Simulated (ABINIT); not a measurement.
Input of an ABINIT 10.8.3 (patched build) run:

File run.abi:

```
# Pseudopotentials
pp_dirpath "./"
pseudos "Sn.GGA_PBE-JTH.xml, O.GGA_PBE-JTH.xml"

# Structure
acell 4.788004 4.866582 3.240898 Angstrom
rprim
     1.0000000000     0.0000000000     0.0000000000
     0.0000000000     1.0000000000     0.0000000000
     0.0000000000     0.0000000000     1.0000000000
ntypat 2
znucl 50 8
natom 6
typat 1 1 2 2 2 2
xred
     0.0000000000     0.0000000000     0.0000000000
     0.5000000000     0.5000000000     0.5000000000
     0.7081450000     0.6789580000     0.0000000000
     0.2081450000     0.8210420000     0.5000000000
     0.7918550000     0.1789580000     0.5000000000
     0.2918550000     0.3210420000     0.0000000000
chkprim 0
chksymtnons 0
tolsym 1.0e-6

# Plane-wave basis
ecut 625.861884 eV
pawecutdg 45.0
pawxcdev 0

# k points
kptopt 1
ngkpt 6 6 8
nshiftk 1
shiftk 0.0 0.0 0.0

# Exchange and correlation
ixc 11

# Bands and occupations
nband 32
occopt 3
tsmear 0.00183747

# SCF cycle
nstep 100
tolvrs 1.0e-9

# Output
iomode 3
prtwf 0
prteig 0
prtebands 0
prtden 1
prtvha 1
prtvclmb 1
prtpot 1
```

Potentials or basis: JTH PAW PBE v2.0.

The run is started by

```sh
$ abinit run.abi > log 2>&1
```

Estimate the largest force.

0.082 eV/Å.

What does it give for the band gap on the k mesh?

0.80 eV, direct.

What does it give for the pressure?

-1.4 GPa.

Stress tensor (GPa, compression positive):
```
-1.10  0.00  0.00
 0.00 -1.36  0.00
 0.00  0.00 -1.72
```

Caveat: spin-orbit coupling is left out, which moves the levels of the heavy elements.
